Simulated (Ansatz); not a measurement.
# EuS (Fm-3m) in Ansatz: reference runs

Reference runs on EuS: the cell as given and a disturbed copy.

Program: Ansatz 0.2.0. These are calculated values, not measurements. Logs are shortened: lines on timing, memory, paths and dates and some standing lists are left out, and cuts for length are marked.

**Experimental background.**

“Crystal-field mediated electronic transitions of EuS up to 35 GPa”, 2022, pmc:8786971 reports, for a powder of EuS at 300 K: band gap 1.72 eV (optical).

How close the calculation comes is told below.

## (1) The structure

Symmetry: Fm-3m, No. 225, cubic system. The conventional cell has a = 5.957 Å, b = 5.957 Å, c = 5.957 Å, α = 90.00°, β = 90.00°, γ = 90.00°. Eu (site symmetry m-3m) has 6 S at 2.98 Å as nearest neighbours. S (site symmetry m-3m) has 6 Eu at 2.98 Å as nearest neighbours.

## (2) Single point, PBE, collinear spin, ferromagnetic start

The input, input.yaml:

```yaml
crystal:
  lattice:
    - [0.0, 2.9785, 2.9785]
    - [2.9785, 0.0, 2.9785]
    - [2.9785, 2.9785, 0.0]
  atoms:
    - { symbol: Eu, position: [0.0, 0.0, 0.0], spin: 7.0 }
    - { symbol: S, position: [0.5, 0.5, 0.5] }
hamiltonian:
  xc: pbe
  pseudopotentials: { kind: paw }
magnetization:
  spin_polarized: true
kpoints:
  mp_grid: { grid: [8, 8, 8] }
scf:
  occupations: { method: fermi_dirac, width: 0.05 }
output:
  forces: true
  stress: true
  eigenvalues: true
```

Potentials or basis: Ansatz PAW.

Command:

```bash
> ansatz run input.yaml --threads 2 --pin off --max-ram 5120MiB --backend cpu --events-out ev --progress --plain --runs-dir out
```

Standard output:

```text
Warning: RAYON_NUM_THREADS=2 ignored (pool sized by the plan → 2); use --threads N
Engine: ansatz 0.2.0, aarch64-unknown-linux-gnu
Pseudopotentials: kind: paw
Pseudopotential: Eu, paw, valence charge 17, recommended cutoff 420 eV (normal), Eu.paw.azcp
Pseudopotential: S, paw, valence charge 6, recommended cutoff 420 eV (normal), S.paw.azcp
Functional definition: PBE
  parameter kappa = 0.804
  parameter beta = 0.06672455060314922
  exchange = pbe_x(kappa = kappa, mu = beta*pi^2/3)
  correlation = pbe_c(beta = beta)
Crystal: 2 atoms, lattice volume = 52.847 Å³
Basis set: ecut = 420 eV, 1037 PW (Γ), exchange–correlation on 60×60×60 points (8 copies of the dense FFT grid, shifted against one another)
Bands: 19, of which v1, the nominal top of the filled ones, is band 12 counted from 1 (11 counted from 0)
Symmetry: 48 space group operations
Space group: Fm-3m (ITA 225), of the structure as read, at distance tolerance 3.8e-5 Å
Magnetic group: BNS 225.116 (UNI 1618), of the structure as read, at distance tolerance 3.8e-5 Å
k-points: 29 of 512
Non-local potential: Eu, projectors of the file, l = 0: 3, l = 1: 2, l = 2: 2, l = 3: 3
Non-local potential: S, projectors of the file, l = 0: 2, l = 1: 2, l = 2: 2
PAW form: soft (Blöchl's): semilocal exchange-correlation on the pseudo side does not see the compensation charge
PAW one-centre angular grid: Eu, 590 points (default); XC on 64 Gauss nodes
PAW one-centre angular grid: S, 110 points (default); XC on 64 Gauss nodes
Initial density: superposition of atomic densities (chi_scale 0.1, normalization cell)
Starting moments: Σ|m| = 7 μB on 1 of 2 sites
Initial wavefunctions: pseudopotential atomic-orbital guess
Functional: x = pbe(κ = 0.804, μ = 0.2195149727645171), c = pbe(β = 0.06672455060314922)
SCF iter   1: F=—  HF=-9672.044782 eV  |F-HF|=—  |Δ(HF+E_count)|=         —  Δρ=3.96e-2 (↑3.96e-2 ↓2.34e-2)  dr2=9.84e-1  dr2_m=3.57e-1  M=6.822 μB ∫|m|=6.917 μB  β_m=0.30  ethr=3.10e-3  ⟨swp⟩=5.9  Hψ=5274  notcnv=0
Mixer restart at iter 1: flushing history
preconditioner: auto → Kerker (q_TF=auto, 2.375 Å⁻¹)  [metal: Δε(μ)=0.021 eV  Ē_g=12.013 eV  σ=0.050 eV  W_gap=0.10  n_scr=14 (ndim 8)  ℏωp=23.4 eV  f_vac=0.000  D(μ)=4.07/eV (n_scr^D=58)]
spin=Collinear: Kerker preconditioning applied to the charge; magnetization (m = ρ↑ − ρ↓) channel mixes plain (no charge-response kernel on spin).
SCF iter   2: F=—  HF=-9672.230523 eV  |F-HF|=—  |Δ(HF+E_count)|=   1.86e-1  Δρ=2.66e-2 (↑2.66e-2 ↓1.67e-2)  dr2=5.01e-1  dr2_m=1.64e-1  M=6.833 μB ∫|m|=6.930 μB  β_m=0.55  ethr=3.10e-3  ⟨swp⟩=2.4  Hψ=2087  notcnv=0  defer=58
SCF iter   3: F=—  HF=-9672.635773 eV  |F-HF|=—  |Δ(HF+E_count)|=   4.05e-1  Δρ=1.49e-2 (↑1.49e-2 ↓4.54e-3)  dr2=1.25e-1  dr2_m=3.01e-2  M=6.888 μB ∫|m|=7.006 μB  β_m=0.65  ethr=2.18e-3  ⟨swp⟩=2.9  Hψ=2082  notcnv=0  defer=64
SCF iter   4: F=—  HF=-9672.830374 eV  |F-HF|=—  |Δ(HF+E_count)|=         —  Δρ=6.36e-3 (↑6.36e-3 ↓2.63e-3)  dr2=4.81e-2  dr2_m=3.06e-3  M=6.951 μB ∫|m|=7.075 μB  β_m=0.65  ethr=5.43e-4  ⟨swp⟩=3.0  Hψ=2623  notcnv=0  defer=63
Mixer restart at iter 4: flushing history
SCF iter   5: F=—  HF=-9672.871200 eV  |F-HF|=—  |Δ(HF+E_count)|=   4.08e-2  Δρ=4.17e-3 (↑4.17e-3 ↓1.78e-3)  dr2=2.54e-2  dr2_m=1.13e-3  M=6.965 μB ∫|m|=7.092 μB  β_m=0.68  ethr=2.09e-4  ⟨swp⟩=2.9  Hψ=1913  notcnv=0  defer=67
SCF iter   6: F=—  HF=-9672.895253 eV  |F-HF|=—  |Δ(HF+E_count)|=   2.41e-2  Δρ=1.04e-3 (↑1.04e-3 ↓7.90e-4)  dr2=2.97e-3  dr2_m=4.41e-5  M=6.982 μB ∫|m|=7.112 μB  β_m=0.91  ethr=1.11e-4  ⟨swp⟩=3.1  Hψ=2615  notcnv=0  defer=70
SCF iter   7: F=—  HF=-9672.896001 eV  |F-HF|=—  |Δ(HF+E_count)|=   7.47e-4  Δρ=1.32e-3 (↑1.32e-3 ↓2.96e-4)  dr2=9.28e-4  dr2_m=1.74e-4  M=6.983 μB ∫|m|=7.113 μB  β_m=0.81  ethr=1.29e-5  ⟨swp⟩=2.4  Hψ=2198  notcnv=0  defer=71
SCF iter   8: F=—  HF=-9672.896259 eV  |F-HF|=—  |Δ(HF+E_count)|=   2.58e-4  Δρ=2.17e-4 (↑2.17e-4 ↓1.80e-4)  dr2=1.14e-4  dr2_m=2.93e-6  M=6.983 μB ∫|m|=7.113 μB  β_m=0.86  ethr=4.03e-6  ⟨swp⟩=2.2  Hψ=2069  notcnv=0  defer=71
SCF iter   9: F=—  HF=-9672.896328 eV  |F-HF|=—  |Δ(HF+E_count)|=   6.93e-5  Δρ=1.22e-4 (↑1.22e-4 ↓6.18e-5)  dr2=1.36e-5  dr2_m=1.58e-6  M=6.983 μB ∫|m|=7.113 μB  β_m=0.93  ethr=4.97e-7  ⟨swp⟩=2.3  Hψ=1735  notcnv=0  defer=71
SCF iter  10: F=—  HF=-9672.893051 eV  |F-HF|=—  |Δ(HF+E_count)|=   3.28e-3  Δρ=3.35e-5 (↑3.35e-5 ↓1.82e-5)  dr2=1.13e-6  dr2_m=8.50e-8  M=6.983 μB ∫|m|=7.114 μB  β_m=0.97  ethr=5.91e-8  ⟨swp⟩=2.0  Hψ=1749  notcnv=0  defer=71
SCF iter  11: F=—  HF=-9672.893053 eV  |F-HF|=—  |Δ(HF+E_count)|=   1.51e-6  Δρ=6.07e-6 (↑6.07e-6 ↓3.68e-6)  dr2=4.93e-8  dr2_m=4.16e-9  M=6.983 μB ∫|m|=7.114 μB  β_m=0.98  ethr=4.89e-9  ⟨swp⟩=2.0  Hψ=1736  notcnv=0  defer=71
SCF iter  12: F=-9672.893053 eV  HF=-9672.893053 eV  |F-HF|=1.12e-9  |Δ(HF+E_count)|=   4.13e-8  Δρ=2.04e-6 (↑2.04e-6 ↓9.77e-7)  dr2=3.91e-9  dr2_m=4.18e-10  M=6.983 μB ∫|m|=7.114 μB  ethr=2.14e-10  ⟨swp⟩=6.2  Hψ=4893  notcnv=0
SCF 1 converged in 12 iterations: F = -9672.893053 eV  dr2 = 3.91e-9
SCF converged after 12 iterations
Magnetization: 6.9826 μB (14.9913 up, 8.0087 down)
Absolute magnetization: 7.1136 μB (∫|ρ↑−ρ↓|, with the PAW one-centre terms)
Spin contamination: 0.0108 ħ² per cell (⟨S²⟩ above its minimum at these occupations)
Per-site moments (μB) at R_I (Å): [(6.759036076127598, 1.22863125), (-0.05904823789147614, 1.22863125)]
Free energy (F): -9672.893053 eV
Harris-Foulkes:  -9672.893053 eV  (|F-HF|=1.12e-9)
Internal energy: -9672.883475 eV  (E = F + TS)
E sigma→0 (E₀):  -9672.888264 eV
Entropy (-TS):   -0.009578 eV (-4.789 meV/atom)
Fermi energy:    10.347778 eV
--- Per-component energies (eV) ---
  E_band       = -7.760556
  E_kinetic    = 460.215429
  E_local      = -2149.639863  (includes V_loc(G=0)·N_el)
  E_nonlocal   = 499.291837
  E_hartree    = 850.215224
  E_xc         = -276.257855
  E_vxc        = -292.789942  (∫ρ·V_xc dr)
  E_paw        = -6987.063565  (= ΣΔE_a)
  E_vpaw       = -225.266379  (= ΣTr[D̂ρ^β])
  E_aug_tail   = 0.000002  (compensation charges beyond the density's cutoff)
  E_ewald      = -2069.644683
  E_smearing   = -0.009578  (= −TS)
  E_closure    = 0.000000  (closes the sum)
  Σ components = -9672.893053   (vs F -9672.893053, Δ=0.00e0)
--- Forces (eV/Å), atoms counted from 1 ---
  atom   1  Eu    -0.00000000     0.00000000     0.00000000
  atom   2  S      0.00000000    -0.00000000     0.00000000
  max |Σ_I F_I| component: 2.50e-30 eV/Å
--- Stress (GPa, compression-positive) ---
       -2.489404      -0.000000       0.000000
        0.000000      -2.489404       0.000000
        0.000000       0.000000      -2.489404
  P = ⅓ Tr σ = -2.4894 GPa (-24.894 kbar)
--- Band table (eV; the first three rows and the last of 58) ---
  k-point 0 ↑: bands = ["-31.1311", "-9.8334", "-9.8334", "-9.8334", "-3.1211", "7.5778", "7.5778", "7.5778", "9.9014", "10.0594", "10.0594", "10.0594", "10.3771", "10.3771", "10.3771", "11.1727", "11.4344", "11.4344", "11.4344"]
  k-point 1 ↑: bands = ["-31.1292", "-9.8849", "-9.8371", "-9.8371", "-3.0030", "7.0310", "7.3781", "7.3781", "9.8941", "10.0297", "10.0297", "10.0601", "10.2020", "10.2419", "10.2419", "11.4695", "11.7274", "11.7274", "12.0572"]
  k-point 2 ↑: bands = ["-31.1247", "-10.0043", "-9.8459", "-9.8459", "-2.7129", "6.0465", "6.9663", "6.9663", "9.8819", "9.9782", "9.9782", "10.0617", "10.0848", "10.0987", "10.0987", "11.8136", "12.4501", "12.4501", "13.4360"]
  k-point 28 ↓: bands = ["-28.0357", "-7.7360", "-7.7360", "-7.6999", "-2.5359", "6.3941", "6.8053", "6.8053", "12.5748", "12.5748", "14.4540", "14.5523", "14.5892", "14.5892", "14.7395", "14.9844", "14.9844", "15.0139", "15.3898"]
```

Run time: 3.7 s. Hardware: 2 threads of Arm Neoverse V1, shared host; peak memory 0.38 GiB.

What came out:

```
Free energy            : -9672.8931 eV
Pressure               : -2.5 GPa
Band gap on the k mesh : none (metal or under the smearing width)
Net moment             : 6.98 μB per cell
Absolute moment        : 7.11 μB per cell
Site moments           : Eu +6.76; S -0.06 μB
```

Caveat: spin-orbit coupling is left out, which moves the levels of the heavy elements; a cell with one magnetic atom can't hold antiferromagnetic order, which such compounds often take; without U or exact exchange the open f shell lies at the Fermi level, which spoils levels, moments and volumes.

## (3) Single point, PBE, collinear spin, ferromagnetic start (atoms moved at random, drawn with an rms of 0.05 Å)

input.yaml: that of step 2 with these lines changed.

```diff
@@ -6,4 +6,4 @@
   atoms:
-    - { symbol: Eu, position: [0.0, 0.0, 0.0], spin: 7.0 }
-    - { symbol: S, position: [0.5, 0.5, 0.5] }
+    - { symbol: Eu, position: [0.006314, 0.000766, 0.003681], spin: 7.0 }
+    - { symbol: S, position: [0.509381, 0.488354, 0.505072] }
 hamiltonian:
```

Potentials or basis: Ansatz PAW.

Command:

```bash
> ansatz run input.yaml --threads 2 --pin off --max-ram 5120MiB --backend cpu --events-out ev --progress --plain --runs-dir out
```

Wall time 47 s (2 threads of Arm Neoverse V1, shared host); peak memory 0.78 GiB.

Results (log left out):

```yaml
Free_energy: -9672.8901 eV
Pressure: -2.5 GPa
Largest_force: 0.130 eV/Å
Band_gap_on_the_k_mesh: none (metal or under the smearing width)
Net_moment: 6.98 μB per cell
Absolute_moment: 7.11 μB per cell
Site_moments: Eu +6.75; S -0.06 μB
```

Forces on the atoms (eV/Å):
```
Eu  -0.095  0.038 -0.080
S    0.095 -0.038  0.080
```

Levels at points of the mesh, in eV from the Fermi level:
Spin up:
```tsv
k point	band 11	band 12	band 13	band 14	band 15	band 16	band 17	band 18	band 19
(0.00, 0.00, 0.00)	-0.29	-0.29	0.02	0.03	0.03	0.82	1.09	1.09	1.10
(0.00, 0.00, -0.50)	-0.42	-0.33	-0.33	-0.30	-0.28	2.93	3.22	3.65	3.65
(0.00, -0.50, 0.00)	-0.42	-0.33	-0.33	-0.30	-0.28	2.93	3.24	3.65	3.65
(0.00, -0.50, -0.50)	-0.36	-0.35	-0.34	-0.31	-0.12	-0.12	3.09	3.25	4.50
(-0.50, 0.00, 0.00)	-0.42	-0.33	-0.33	-0.30	-0.28	2.93	3.22	3.65	3.65
(-0.50, 0.00, -0.50)	-0.36	-0.35	-0.35	-0.31	-0.12	-0.12	3.09	3.25	4.52
(-0.50, -0.50, 0.00)	-0.36	-0.35	-0.34	-0.31	-0.12	-0.12	3.09	3.25	4.51
(-0.50, -0.50, -0.50)	-0.42	-0.33	-0.33	-0.30	-0.28	2.93	3.23	3.65	3.65
```
Spin down:
```
              k point  band 4  band 5  band 6  band 7  band 8  band 9  band 10  band 11  band 12  band 13
   (0.00, 0.00, 0.00)  -17.86  -13.46   -2.62   -2.62   -2.62    1.43     1.85     1.85     1.86     2.74
  (0.00, 0.00, -0.50)  -17.89  -12.50   -5.13   -3.75   -3.74    2.82     3.98     3.98     4.04     4.29
  (0.00, -0.50, 0.00)  -17.89  -12.50   -5.13   -3.75   -3.75    2.82     3.98     3.98     4.06     4.29
 (0.00, -0.50, -0.50)  -17.99  -13.13   -3.74   -2.97   -2.97   -0.14     3.92     3.97     4.14     4.22
  (-0.50, 0.00, 0.00)  -17.89  -12.50   -5.13   -3.75   -3.74    2.82     3.98     3.98     4.04     4.29
 (-0.50, 0.00, -0.50)  -17.99  -13.13   -3.75   -2.97   -2.97   -0.14     3.92     3.97     4.14     4.22
 (-0.50, -0.50, 0.00)  -17.99  -13.13   -3.75   -2.97   -2.97   -0.14     3.92     3.97     4.14     4.22
(-0.50, -0.50, -0.50)  -17.89  -12.50   -5.13   -3.75   -3.75    2.82     3.98     3.98     4.04     4.29
```

Caveat: spin-orbit coupling is left out, which moves the levels of the heavy elements; a cell with one magnetic atom can't hold antiferromagnetic order, which such compounds often take; without U or exact exchange the open f shell lies at the Fermi level, which spoils levels, moments and volumes.

## (4) Against experiment

Step 2. Against the measured gap of EuS, 1.72 eV (optical; 300 K; powder; “Crystal-field mediated electronic transitions of EuS up to 35 GPa”, 2022, pmc:8786971), the calculated 0.00 eV is off by -1.72 eV. So large a miss can be the level of theory's own, or it may mean another phase, state or a wrong row. Spin-orbit coupling on Eu is left out. The value is that of PBE on a finite k mesh, which can miss the band edges, without temperature or zero-point motion. Semilocal functionals fall short of measured gaps as a rule. The run's magnetic order (collinear spin, ferromagnetic start) needn't be the measured crystal's.
